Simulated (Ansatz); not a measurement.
# Fixed-spin-moment curve of NiO, part 2 of 2

How does the energy of NiO change when the total moment of the cell is held at chosen values, and does the free SCF sit at the minimum of that curve? The cell (2 atoms) is NiO in its deposited structure (space group Fm-3m). Source: COD entry 4320508.

Ansatz 0.2.0; DFT LDA+U, PAW, plane waves, scalar-relativistic; U − J = 6.2 eV on Ni d. Earlier steps stand in the parts before.

**5. Total moment fixed at 2 μB**

The input, input.yaml:

```yaml
crystal:
  lattice:
    - [0.0, 2.09993, 2.09993]
    - [2.09993, 0.0, 2.09993]
    - [2.09993, 2.09993, 0.0]
  atoms:
    - { symbol: Ni, position: [0.0, 0.0, 0.0], spin: 2.0 }
    - { symbol: O, position: [0.5, 0.5, 0.5] }
magnetization:
  spin_polarized: true
  initial_magnetization: 2
  spin_locking: { lock_magnetization: hard }
hamiltonian:
  xc: lda
  pseudopotentials: { kind: paw }
  hubbard: { sites: [{ species: Ni, l: d, u_eff: 6.2 }] }
basis:
  ecutwfc: 420
kpoints:
  mp_grid: { grid: [8, 8, 8] }
scf:
  occupations: { method: fermi_dirac, width: 0.03 }
  lower_state_search: "off"
  max_iter: 150
output:
  forces: true
  stress: true
```

What it wrote:

```text
[... 25 lines as in an earlier run ...]
Starting moments: Σ|m| = 2 μB on 1 of 2 sites
[... 2 lines as in an earlier run ...]
SCF iter   1: F=—  HF=-6326.589024 eV  |F-HF|=—  |Δ(HF+E_count)|=         —  Δρ=3.73e-1 (↑6.85e-2 ↓3.73e-1)  dr2=2.74e1  dr2_m=4.19e0  M=2.000 μB ∫|m|=2.000 μB  β_m=0.30  ethr=3.10e-3  ⟨swp⟩=5.0  Hψ=4392  notcnv=0
preconditioner: auto → none  [metal: Δε(μ)=0.039 eV  Ē_g=14.039 eV  σ=0.030 eV  W_gap=0.32  n_scr=8 (ndim 8)  ℏωp=34.5 eV  f_vac=0.000  D(μ)=1.18/eV (n_scr^D=14)  sad-step TF]
SCF iter   2: F=—  HF=-6323.890760 eV  |F-HF|=—  |Δ(HF+E_count)|=    2.70e0  Δρ=7.17e-2 (↑4.02e-2 ↓7.17e-2)  dr2=3.28e-1  dr2_m=2.40e-1  M=2.000 μB ∫|m|=2.002 μB  β_m=0.30  ethr=3.10e-3  ⟨swp⟩=3.3  Hψ=2667  notcnv=0  defer=38
SCF iter   3: F=—  HF=-6324.356097 eV  |F-HF|=—  |Δ(HF+E_count)|=   4.65e-1  Δρ=6.48e-2 (↑2.43e-2 ↓6.48e-2)  dr2=1.88e-1  dr2_m=1.92e-1  M=2.000 μB ∫|m|=2.006 μB  β_m=0.38  ethr=1.37e-3  ⟨swp⟩=2.6  Hψ=2155  notcnv=0  defer=30
SCF iter   4: F=—  HF=-6325.599192 eV  |F-HF|=—  |Δ(HF+E_count)|=    1.24e0  Δρ=5.21e-2 (↑1.17e-2 ↓5.21e-2)  dr2=3.57e-1  dr2_m=8.37e-2  M=2.000 μB ∫|m|=2.009 μB  β_m=0.58  ethr=7.82e-4  ⟨swp⟩=2.4  Hψ=1906  notcnv=0  defer=31
SCF iter   5: F=—  HF=-6325.725064 eV  |F-HF|=—  |Δ(HF+E_count)|=   1.26e-1  Δρ=2.20e-2 (↑4.29e-3 ↓2.20e-2)  dr2=8.33e-2  dr2_m=2.27e-2  M=2.000 μB ∫|m|=2.009 μB  β_m=0.52  ethr=7.82e-4  ⟨swp⟩=2.5  Hψ=2066  notcnv=0  defer=38
SCF iter   6: F=—  HF=-6325.714302 eV  |F-HF|=—  |Δ(HF+E_count)|=   1.08e-2  Δρ=1.29e-2 (↑1.83e-3 ↓1.29e-2)  dr2=2.01e-2  dr2_m=8.71e-3  M=2.000 μB ∫|m|=2.008 μB  β_m=0.76  ethr=3.47e-4  ⟨swp⟩=2.0  Hψ=1437  notcnv=0  defer=39
[... 2 lines left out ...]
SCF iter   9: F=—  HF=-6325.715036 eV  |F-HF|=—  |Δ(HF+E_count)|=   2.29e-4  Δρ=1.41e-3 (↑7.30e-5 ↓1.41e-3)  dr2=2.75e-4  dr2_m=7.84e-5  M=2.000 μB ∫|m|=2.007 μB  β_m=0.82  ethr=1.28e-5  ⟨swp⟩=2.2  Hψ=1453  notcnv=0  defer=39
SCF iter  10: F=—  HF=-6325.715071 eV  |F-HF|=—  |Δ(HF+E_count)|=   3.51e-5  Δρ=2.13e-4 (↑8.94e-6 ↓2.13e-4)  dr2=4.38e-6  dr2_m=1.88e-6  M=2.000 μB ∫|m|=2.007 μB  β_m=0.91  ethr=1.15e-6  ⟨swp⟩=2.2  Hψ=1315  notcnv=0  defer=39
SCF iter  11: F=—  HF=-6325.715073 eV  |F-HF|=—  |Δ(HF+E_count)|=   2.05e-6  Δρ=6.84e-6 (↑6.12e-6 ↓6.84e-6)  dr2=8.56e-9  dr2_m=3.57e-9  M=2.000 μB ∫|m|=2.007 μB  β_m=0.96  ethr=4.17e-10  ⟨swp⟩=3.1  Hψ=3885  notcnv=0
SCF iter  12: F=-6325.715073 eV  HF=-6325.715073 eV  |F-HF|=1.42e-9  |Δ(HF+E_count)|=  7.95e-10  Δρ=2.21e-6 (↑1.71e-6 ↓2.21e-6)  dr2=1.38e-9  dr2_m=1.51e-10  M=2.000 μB ∫|m|=2.007 μB  ethr=3.57e-11  ⟨swp⟩=2.0  Hψ=3039  notcnv=0
SCF 1 converged in 12 iterations: F = -6325.715073 eV  dr2 = 1.38e-9
SCF converged after 12 iterations
[... 1 line as in an earlier run ...]
Magnetization: 2.0000 μB (13.0000 up, 11.0000 down)
Absolute magnetization: 2.0060 μB (∫|ρ↑−ρ↓|, with the PAW one-centre terms)
Spin contamination: 0.0017 ħ² per cell (⟨S²⟩ above its minimum at these occupations)
Per-site moments (μB) at R_I (Å): [(1.6901267801502127, 0.866221125), (0.23777819556869348, 0.866221125)]
Free energy (F): -6325.715073 eV
Harris-Foulkes:  -6325.715073 eV  (|F-HF|=1.42e-9)
Internal energy: -6325.715073 eV  (E = F + TS)
E sigma→0 (E₀):  -6325.715073 eV
Fermi energy:    13.790458 (↑ 14.081056, ↓ 13.149835) eV
[... 18 lines left out: energy terms ...]
--- Forces (eV/Å), atoms counted from 1 ---
  atom   1  Ni    -0.00000000     0.00000000    -0.00000000
  atom   2  O      0.00000000     0.00000000    -0.00000000
  max |Σ_I F_I| component: 1.49e-29 eV/Å
--- Stress (GPa, compression-positive) ---
       -8.606703       0.000000       0.000000
       -0.000000      -8.606703       0.000000
       -0.000000       0.000000      -8.606703
  P = ⅓ Tr σ = -8.6067 GPa (-86.067 kbar)
Occupation matrices written to <dir>
```

Wall time 1.6 s (2 threads of an Arm CPU, shared host); peak memory 0.25 GiB.

Moments: Ni1 1.69, O2 0.24 μB; total 2.00 μB per cell; the free energy is that of step 2 within 0.5 meV.

**6. Usual moment scaled by 0.1, free total moment**

input.yaml, as its differences from that of step 5:

```diff
@@ -6,3 +6,3 @@
   atoms:
-    - { symbol: Ni, position: [0.0, 0.0, 0.0], spin: 2.0 }
+    - { symbol: Ni, position: [0.0, 0.0, 0.0], spin: 0.2 }
     - { symbol: O, position: [0.5, 0.5, 0.5] }
@@ -10,4 +10,2 @@
   spin_polarized: true
-  initial_magnetization: 2
-  spin_locking: { lock_magnetization: hard }
 hamiltonian:
@@ -23,3 +21,2 @@
   lower_state_search: "off"
-  max_iter: 150
 output:
```

What it wrote:

```text
[... 24 lines as in an earlier run ...]
Starting moments: Σ|m| = 0.2 μB on 1 of 2 sites
[... 2 lines as in an earlier run ...]
SCF iter   1: F=—  HF=-6329.289576 eV  |F-HF|=—  |Δ(HF+E_count)|=         —  Δρ=2.74e-1 (↑2.42e-1 ↓2.74e-1)  dr2=3.95e1  dr2_m=5.74e-2  M=0.025 μB ∫|m|=0.028 μB  β_m=0.30  ethr=3.10e-3  ⟨swp⟩=5.0  Hψ=4396  notcnv=0
preconditioner: auto → none  [metal: Δε(μ)=0.054 eV  Ē_g=16.284 eV  σ=0.030 eV  W_gap=0.39  n_scr=8 (ndim 8)  ℏωp=34.5 eV  f_vac=0.000  D(μ)=0.96/eV (n_scr^D=14)  sad-step TF]
SCF iter   2: F=—  HF=-6323.932680 eV  |F-HF|=—  |Δ(HF+E_count)|=    5.36e0  Δρ=5.24e-2 (↑4.08e-2 ↓5.24e-2)  dr2=4.04e-1  dr2_m=2.84e-2  M=0.278 μB ∫|m|=0.278 μB  β_m=1.00  ethr=3.10e-3  ⟨swp⟩=3.1  Hψ=2683  notcnv=0  defer=33
SCF iter   3: F=—  HF=-6323.841208 eV  |F-HF|=—  |Δ(HF+E_count)|=   9.15e-2  Δρ=2.98e-2 (↑2.86e-2 ↓2.98e-2)  dr2=2.20e-1  dr2_m=4.42e-3  M=0.312 μB ∫|m|=0.312 μB  β_m=1.00  ethr=1.68e-3  ⟨swp⟩=3.0  Hψ=2292  notcnv=0  defer=22
SCF iter   4: F=—  HF=-6323.876635 eV  |F-HF|=—  |Δ(HF+E_count)|=   3.54e-2  Δρ=2.23e-2 (↑1.76e-2 ↓2.23e-2)  dr2=5.98e-3  dr2_m=6.33e-2  M=0.494 μB ∫|m|=0.494 μB  β_m=1.00  ethr=9.16e-4  ⟨swp⟩=2.5  Hψ=2291  notcnv=0  defer=23
SCF iter   5: F=—  HF=-6324.024309 eV  |F-HF|=—  |Δ(HF+E_count)|=   1.48e-1  Δρ=3.75e-2 (↑1.64e-2 ↓3.75e-2)  dr2=9.82e-2  dr2_m=1.11e-1  M=0.737 μB ∫|m|=0.737 μB  β_m=1.00  ethr=2.49e-5  ⟨swp⟩=2.0  Hψ=2011  notcnv=0  defer=23
SCF iter   6: F=—  HF=-6324.151916 eV  |F-HF|=—  |Δ(HF+E_count)|=   1.28e-1  Δρ=4.34e-2 (↑1.89e-2 ↓4.34e-2)  dr2=1.41e-1  dr2_m=1.47e-1  M=1.003 μB ∫|m|=1.003 μB  β_m=1.00  ethr=2.49e-5  ⟨swp⟩=2.1  Hψ=2073  notcnv=0  defer=22
SCF iter   7: F=—  HF=-6324.433452 eV  |F-HF|=—  |Δ(HF+E_count)|=   2.82e-1  Δρ=1.01e-1 (↑4.41e-2 ↓1.01e-1)  dr2=1.15e0  dr2_m=7.06e-1  M=1.611 μB ∫|m|=1.612 μB  β_m=1.00  ethr=2.49e-5  ⟨swp⟩=2.4  Hψ=2244  notcnv=0  defer=22
SCF iter   8: F=—  HF=-6324.781530 eV  |F-HF|=—  |Δ(HF+E_count)|=   3.48e-1  Δρ=8.73e-2 (↑3.97e-2 ↓8.73e-2)  dr2=1.84e0  dr2_m=2.83e-1  M=1.983 μB ∫|m|=1.985 μB  β_m=1.00  ethr=2.49e-5  ⟨swp⟩=2.4  Hψ=2146  notcnv=0  defer=19
SCF iter   9: F=—  HF=-6325.193527 eV  |F-HF|=—  |Δ(HF+E_count)|=   4.12e-1  Δρ=6.00e-2 (↑4.79e-2 ↓6.00e-2)  dr2=1.84e0  dr2_m=9.16e-3  M=2.000 μB ∫|m|=2.003 μB  β_m=1.00  ethr=2.49e-5  ⟨swp⟩=2.2  Hψ=2207  notcnv=0  defer=28
SCF iter  10: F=—  HF=-6325.513468 eV  |F-HF|=—  |Δ(HF+E_count)|=   3.20e-1  Δρ=4.78e-2 (↑4.35e-2 ↓4.78e-2)  dr2=1.32e0  dr2_m=1.66e-3  M=2.000 μB ∫|m|=2.004 μB  β_m=0.30  ethr=2.49e-5  ⟨swp⟩=2.8  Hψ=2079  notcnv=0  defer=28
Mixer restart at iter 10: flushing history
spin-set hold released at iteration 10 (site moments contracting): the magnetisation degrees of freedom join the quasi-Newton model from the next iteration; the mixer history was flushed
SCF iter  11: F=—  HF=-6325.511063 eV  |F-HF|=—  |Δ(HF+E_count)|=   2.41e-3  Δρ=2.11e-2 (↑1.19e-2 ↓2.11e-2)  dr2=6.72e-2  dr2_m=1.34e-2  M=2.000 μB ∫|m|=2.002 μB  β_m=0.31  ethr=2.49e-5  ⟨swp⟩=3.4  Hψ=2854  notcnv=0  defer=35
SCF iter  12: F=—  HF=-6325.599179 eV  |F-HF|=—  |Δ(HF+E_count)|=   8.81e-2  Δρ=9.50e-3 (↑8.89e-3 ↓9.50e-3)  dr2=4.64e-2  dr2_m=1.24e-3  M=2.000 μB ∫|m|=2.004 μB  β_m=0.32  ethr=2.49e-5  ⟨swp⟩=2.9  Hψ=2405  notcnv=0  defer=34
SCF iter  13: F=—  HF=-6325.702717 eV  |F-HF|=—  |Δ(HF+E_count)|=   1.04e-1  Δρ=3.75e-3 (↑3.75e-3 ↓2.82e-3)  dr2=6.79e-4  dr2_m=1.21e-3  M=2.000 μB ∫|m|=2.006 μB  β_m=0.47  ethr=2.49e-5  ⟨swp⟩=2.7  Hψ=2032  notcnv=0  defer=34
SCF iter  14: F=—  HF=-6325.714884 eV  |F-HF|=—  |Δ(HF+E_count)|=   1.22e-2  Δρ=2.90e-3 (↑1.65e-3 ↓2.90e-3)  dr2=1.52e-4  dr2_m=8.67e-4  M=2.000 μB ∫|m|=2.007 μB  β_m=0.58  ethr=2.83e-6  ⟨swp⟩=2.0  Hψ=2276  notcnv=0  defer=36
SCF iter  15: F=—  HF=-6325.715078 eV  |F-HF|=—  |Δ(HF+E_count)|=   1.94e-4  Δρ=7.70e-4 (↑1.34e-4 ↓7.70e-4)  dr2=7.47e-5  dr2_m=3.35e-5  M=2.000 μB ∫|m|=2.007 μB  β_m=0.79  ethr=6.35e-7  ⟨swp⟩=2.0  Hψ=1622  notcnv=0  defer=36
SCF iter  16: F=—  HF=-6325.715073 eV  |F-HF|=—  |Δ(HF+E_count)|=   5.09e-6  Δρ=1.00e-4 (↑8.48e-5 ↓1.00e-4)  dr2=1.40e-6  dr2_m=9.94e-7  M=2.000 μB ∫|m|=2.007 μB  β_m=0.89  ethr=3.11e-7  ⟨swp⟩=1.7  Hψ=1157  notcnv=0  defer=36
iter 17 met the thresholds in force, and the SCF goes on: an eigenvalue changes by 0.18 meV, over its tolerance of 0.06 meV (output.eigenvalues, Limitations)
SCF iter  17: F=-6325.715073 eV  HF=-6325.715073 eV  |F-HF|=6.21e-9  |Δ(HF+E_count)|=   4.55e-8  Δρ=1.25e-5 (↑9.04e-6 ↓1.25e-5)  dr2=4.08e-9  dr2_m=1.93e-8  M=2.000 μB ∫|m|=2.007 μB  β_m=0.95  ethr=4.17e-10  ⟨swp⟩=3.1  Hψ=3724  notcnv=0
SCF iter  18: F=-6325.715073 eV  HF=-6325.715073 eV  |F-HF|=8.00e-11  |Δ(HF+E_count)|=   1.09e-8  Δρ=7.49e-7 (↑4.63e-7 ↓7.49e-7)  dr2=9.23e-11  dr2_m=3.12e-11  M=2.000 μB ∫|m|=2.007 μB  ethr=1.70e-11  ⟨swp⟩=1.9  Hψ=2755  notcnv=0
SCF 1 converged in 18 iterations: F = -6325.715073 eV  dr2 = 9.23e-11
SCF converged after 18 iterations
an eigenvalue changed by more than its tolerance at an iteration that met the thresholds in force, so the SCF went on 1 time: the last check found none over its tolerance
Magnetization: 2.0000 μB (13.0000 up, 11.0000 down)
Absolute magnetization: 2.0060 μB (∫|ρ↑−ρ↓|, with the PAW one-centre terms)
Spin contamination: 0.0017 ħ² per cell (⟨S²⟩ above its minimum at these occupations)
Per-site moments (μB) at R_I (Å): [(1.6901236828154675, 0.866221125), (0.23778400875829112, 0.866221125)]
Free energy (F): -6325.715073 eV
Harris-Foulkes:  -6325.715073 eV  (|F-HF|=8.00e-11)
Internal energy: -6325.715073 eV  (E = F + TS)
E sigma→0 (E₀):  -6325.715073 eV
Fermi energy:    13.790431 eV
--- Per-component energies (eV) ---
  E_band       = -369.418211
  E_kinetic    = 449.006604
  E_local      = -4016.613148  (includes V_loc(G=0)·N_el)
  E_nonlocal   = 694.025892
  E_hartree    = 1644.413022
  E_xc         = -154.266519
  E_vxc        = -199.042558  (∫ρ·V_xc dr)
  E_hubbard    = 0.855159  (on-site DFT+U / exact-exchange correction)
  E_vhub       = -23.965591  (the Hubbard potential's part of the band-sum identity)
  E_paw        = -1710.614472  (= ΣΔE_a)
  E_vpaw       = -561.659070  (= ΣTr[D̂ρ^β])
  E_aug_tail   = 0.002919  (compensation charges beyond the density's cutoff)
  E_ewald      = -3233.055573
  E_core_change = 0.531042  (= ΣΔE_core)
  E_smearing   = -0.000000  (= −TS)
  E_closure    = -0.000000  (closes the sum)
  Σ components = -6325.715073   (vs F -6325.715073, Δ=0.00e0)
--- Forces (eV/Å), atoms counted from 1 ---
  atom   1  Ni    -0.00000000    -0.00000000    -0.00000000
  atom   2  O      0.00000000     0.00000000     0.00000000
  max |Σ_I F_I| component: 1.36e-29 eV/Å
--- Stress (GPa, compression-positive) ---
       -8.606645      -0.000000       0.000000
        0.000000      -8.606645      -0.000000
       -0.000000      -0.000000      -8.606645
  P = ⅓ Tr σ = -8.6066 GPa (-86.066 kbar)
Occupation matrices written to <dir>
```

Run time: 2 s. Hardware: 2 threads of an Arm CPU, shared host; peak memory 0.25 GiB.

Site moments Ni1 1.69, O2 0.24 μB, total 2.00 μB; the free energy is that of step 2 within 0.5 meV.

**7. Energy against moment**

```csv
M (μB/cell),above lowest (meV/cell),moments of Ni1 O2 (μB),pressure (GPa)
0.00,1673,0.00 0.00,-21.7
2.00,0,1.69 0.24,-8.6
4.00,8589,2.16 1.18,66.1
```

The 5 runs of this session took 8.4 s in all, from 1 s to 2 s each.

M (μB), meV per cell and a bar:
```
     0.00       1673 ######
     2.00          0 
     4.00       8589 ##############################
```

**8. Summary of results**

This closing draws on all 2 parts.

| quantity | value |
| --- | --- |
| lowest fixed-moment run | M = 2.00 μB, 0 meV above the lowest run |
| free runs end at | 2.00 μB (0 meV), 2.00 μB (0 meV) |
| cost of M = 0 (from this start; opposed moments can cost less) | 1673 meV per cell |
| cost of the largest M | 8589 meV per cell at 4.00 μB |

Of the moments tried, 2.00 μB costs least. The free SCF ends at 2.00 μB, and no fixed run lies below it. With one magnetic atom in the cell only a ferromagnet fits; an antiferromagnetic order, which needs a larger cell, may lie lower.
